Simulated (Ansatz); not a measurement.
A run of Ansatz 0.2.0:

The input input.yaml:

```yaml
crystal:
  lattice:
    - [3.1768261656, 0.0, 0.0]
    - [-1.5884130828, 2.7512121628, 0.0]
    - [0.0, 0.0, 10.31886201]
  atoms:
    - { symbol: Mg, position: [0.6666666667, 0.3333333333, 0.75] }
    - { symbol: Mg, position: [0.0, 0.0, 0.5] }
    - { symbol: Mg, position: [0.3333333333, 0.6666666667, 0.25] }
    - { symbol: Mg, position: [0.0, 0.0, 0.0] }
hamiltonian:
  xc: blyp
  pseudopotentials: { kind: paw }
  dispersion: d3bj
kpoints:
  mp_grid: { grid: [10, 10, 3] }
scf:
  occupations: { method: fermi_dirac, width: 0.05 }
output:
  forces: true
  stress: true
relax:
  f_tol: 0.01
  max_steps: 40
  cell: { stress_tol: 0.05 }
```

Potentials or basis: Ansatz PAW.

Command:

```console
$ ansatz run input.yaml --threads 2 --pin off --max-ram 5632MiB --backend cpu --events-out ev --progress --plain --runs-dir out
```

Hardware: 2 threads of Intel(R) Xeon(R) Platinum 8259CL CPU @ 2.50GHz (Skylake/Cascade Lake), on a shared host.

Question: How long does it take, and how much memory?

Answer: Wall time 5.1 s on 2 threads of Intel(R) Xeon(R) Platinum 8259CL CPU @ 2.50GHz (Skylake/Cascade Lake) (shared host), peak memory 0.42 GiB. Counts: scf iterations 25, plane waves 1605, k points 28, bands 24, ion steps 5.
